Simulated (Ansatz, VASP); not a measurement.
## Two plane-wave programs on Si

```
CELL_PARAMETERS angstrom
3.84216 0.00000 0.00000
-1.92108 3.32740 0.00000
0.00000 0.00000 28.33270
ATOMIC_POSITIONS crystal
Si 0.33333 0.66667 0.27055
Si 0.00000 0.00000 0.29235
Si 0.00000 0.00000 0.37597
Si 0.66667 0.33333 0.40295
Si 0.66667 0.33333 0.48622
Si 0.33333 0.66667 0.51378
Si 0.33333 0.66667 0.59705
Si 0.00000 0.00000 0.62403
Si 0.00000 0.00000 0.70765
Si 0.66667 0.33333 0.72945
```

Alike in both runs: functional PBEsol; k mesh 9 × 9 × 1; occupations gaussian, width 0.05 eV; no spin polarisation.

Ansatz relaxed the structure, and its values are those at the end. VASP's run is a single point on that final structure, the one shown.

|  | VASP | Ansatz |
| --- | --- | --- |
| version | VASP 6.6.1 | Ansatz 0.2.0 |
| potentials or method | VASP PAW PBE potentials, release 64 (Si) | scalar-relativistic, plane waves, PAW |
| plane-wave cutoff (eV) | 520 | 420 |
| valence electrons in the cell | 40 | 40 |

Ansatz gave:

| Property | Result |
| --- | --- |
| gap on the k mesh at the Fermi level (eV) | none |
| rms of the force components (eV/Å) | 0.003 |

Which values does VASP return?

gap on the k mesh at the Fermi level (eV): none; rms of the force components (eV/Å): 0.004.

A gap of «none» marks a metal or a gap that the smearing closes. The functional is the same, so the differences come from potentials, cutoffs and numerics. Ansatz warned: «xc_potential_rough_in_thin_density».

Caveats: the PAW data sets were made with another functional, which shifts forces and pressure a little (VASP).
